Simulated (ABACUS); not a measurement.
Input of an ABACUS 3.10.1 run:

The input run_abacus.py:

```python
"""ABACUS run from a structure file: ASE reads it, the script writes STRU, KPT and INPUT."""
import re
import subprocess
from ase.io import read
from ase.units import Bohr

atoms = read("Cu.cif")
atoms = atoms[(-atoms.numbers).argsort(kind="stable")]  # ABACUS lists atoms element by element
pseudo = {'Cu': 'Cu_ONCV_PBE-1.2.upf'}
orbital = {}
magmoms = None
kmesh = [10, 10, 10]
params = {
    'suffix': 'Cu',
    'calculation': 'scf',
    'basis_type': 'pw',
    'pseudo_dir': './',
    'symmetry': 1,
    'dft_functional': 'GGA_X_OPTX+GGA_C_LYP',
    'ecutwfc': 92,
    'pseudo_rcut': 10,
    'nspin': 1,
    'nbands': 20,
    'ks_solver': 'dav',
    'smearing_method': 'fd',
    'smearing_sigma': 0.00367493,
    'scf_thr': 1e-08,
    'scf_nmax': 100,
    'mixing_type': 'broyden',
    'mixing_beta': 0.7,
    'cal_force': 1,
    'cal_stress': 1,
    'out_chg': 1,
    'out_pot': 2,
    'out_elf': 1,
}

symbols = atoms.get_chemical_symbols()
elements = list(dict.fromkeys(symbols))
lines = ["ATOMIC_SPECIES"] + [f"{e} {atoms.get_masses()[symbols.index(e)]:.4f} {pseudo[e]}" for e in elements]
if orbital:
    lines += ["", "NUMERICAL_ORBITAL"] + [orbital[e] for e in elements]
lines += ["", "LATTICE_CONSTANT", f"{1 / Bohr:.10f}", "", "LATTICE_VECTORS"]
lines += [" ".join(f"{x:.10f}" for x in v) for v in atoms.cell]
lines += ["", "ATOMIC_POSITIONS", "Direct"]
for e in elements:
    lines += ["", e, "0.0", str(symbols.count(e))]
    for i, p in enumerate(atoms.get_scaled_positions(wrap=False)):
        if symbols[i] == e:
            mag = "" if magmoms is None else " mag " + " ".join(str(x) for x in (magmoms[i] if isinstance(magmoms[i], list) else [magmoms[i]]))
            lines.append(" ".join(f"{x:.10f}" for x in p) + " 1 1 1" + mag)
open("STRU", "w").write("\n".join(lines) + "\n")
open("KPT", "w").write("K_POINTS\n0\nGamma\n%d %d %d 0 0 0\n" % tuple(kmesh))
open("INPUT", "w").write("INPUT_PARAMETERS\n" + "".join(f"{k:<20s}{v}\n" for k, v in params.items()))

done = subprocess.run(['mpirun', '-np', '4', 'abacus'])
if done.returncode:
    raise SystemExit(done.returncode)
log = open("OUT.Cu/running_scf.log").read()
print("final energy (eV):", re.findall(r"FINAL_ETOT_IS (\S+)", log))
```

The input Cu.cif:

```cif
data_Cu
_cell_length_a 2.55619101
_cell_length_b 2.55619101
_cell_length_c 2.55619101
_cell_angle_alpha 60.00000000
_cell_angle_beta 60.00000000
_cell_angle_gamma 60.00000000
_space_group_name_H-M_alt 'P1'
_space_group_name_Hall 'P 1'
_space_group_IT_number 1
loop_
_space_group_symop_operation_xyz
'x,y,z'
loop_
_atom_site_label
_atom_site_type_symbol
_atom_site_symmetry_multiplicity
_atom_site_Wyckoff_symbol
_atom_site_fract_x
_atom_site_fract_y
_atom_site_fract_z
_atom_site_occupancy
Cu1 Cu 1 a 0.0000000000 0.0000000000 0.0000000000 1
```

Potentials or basis: SG15 ONCV 1.2 PBE, plane waves.

Command:

```bash
$ OMP_NUM_THREADS=1 python run_abacus.py > log
```

**Question.** What does it give for the band gap on the k mesh?

**Answer.** None (metal or under the smearing width).

**Question.** What does it give for the pressure?

**Answer.** 6.0 GPa.

Caveat: the potentials were made for another functional, which shifts forces and pressure.
